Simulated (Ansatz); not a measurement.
Start from ZnTe in the zinc blende structure (space group F-43m, No. 216; a = 6.0657 Å). Axes: x, y, z lie along the cube axes.

The values are results of PBEsol, PAW, 420 eV (Ansatz, a first-principles code; no spin-orbit coupling), not measurements.

For the base:

The valence-band top at Γ is 0.00, 0.00, 0.00 eV. The shortest interatomic distance comes out as 2.627 Å and the band gap comes out as 1.24 eV.

Perturbation: a free-standing slab of 7 layers (14 atoms, 2 a layer) is cut normal to [110], with 15 Å of vacuum and the in-plane cell held at bulk.

Question: What happens to the valence-band top at Γ, shortest interatomic distance, band gap, gap character and excess energy per area of both faces?

Answer: The valence-band top at Γ (three highest levels, from the VBM) goes from 0.00, 0.00, 0.00 eV to 0.00, -0.14, -0.23 eV; the shortest interatomic distance drops by 0.056 Å, from 2.627 Å to 2.571 Å; the band gap rises by 0.36 eV (1.24 eV → 1.60 eV); the gap character comes out as direct at Γ; the excess energy per area of both faces (slab less bulk energy over the cell's area: twice a surface energy) amounts to 0.67 J/m².

The excess energy carries the mismatch between the slab's and the bulk's meshes. Spin-orbit coupling, missing from the scalar runs, can matter with Te. Whether these cells are dynamically stable was not tested. k-point labels follow each cell's own Brillouin zone.
